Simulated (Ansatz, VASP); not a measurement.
## Two plane-wave programs on W

```
W
1.0
    -1.60317    1.60317    1.60317
     1.60317   -1.60317    1.60317
     1.60317    1.60317   -1.60317
W
1
Cartesian
  0.0000 0.0000 0.0000
```

Alike in both runs: task single point; functional RPBE; k mesh 12 × 12 × 12; occupations fermi-dirac, width 0.05 eV; no spin polarisation.

```csv
,VASP,Ansatz
version,VASP 6.6.1,Ansatz 0.2.0
potentials or method,"VASP PAW PBE potentials, release 64 (W_sv)",Ansatz PAW
plane-wave cutoff (eV),520,420
valence electrons in the cell,14,14
```

VASP gave:

| Quantity | Value |
| --- | --- |
| gap on the k mesh at the Fermi level (eV) | none |
| pressure (GPa) | -1.9 |

Problem. Estimate Ansatz's values.

Solution. gap on the k mesh at the Fermi level (eV): none; pressure (GPa): -2.3.

A gap of «none» marks a metal or a gap that the smearing closes.

Caveats: the PAW data sets were made with another functional, which shifts forces and pressure a little (VASP); the PAW data sets come from PBE, with cores solved anew for the run's functional, which leaves a small shift of forces and pressure (Ansatz). The runs have no spin-orbit coupling, so splittings on W are missing.
